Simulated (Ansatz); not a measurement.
**W in Ansatz: the effect of functional**

W:

```
CELL_PARAMETERS angstrom
0.00000 2.05671 2.05671
2.05671 0.00000 2.05671
2.05671 2.05671 0.00000
ATOMIC_POSITIONS crystal
W 0.00000 0.00000 0.00000
```

This isn't the form of W at room conditions, which is bcc.

The cell isn't the ideal one: volume scaled by 1.04.

Alike in all runs:

```yaml
Program: Ansatz 0.2.0
Task: single point
Potentials_or_basis: Ansatz PAW
k_mesh: 11 × 11 × 11
Occupations: fermi-dirac, width 0.05 eV
Spin: no spin polarisation
```

```csv
functional,cutoff,pressure (GPa)
LDA,420 eV (not typed: the program's choice for these potentials),?
PBEsol,420 eV (not typed: the program's choice for these potentials),-21.9
r2SCAN,500 eV (not typed: the program's choice for these potentials),-18.7
```

What does the run with functional LDA give?

Pressure -26.5 GPa.

Caveats: the PAW data sets come from PBE, with cores solved anew for the run's functional, which leaves a small shift of forces and pressure.
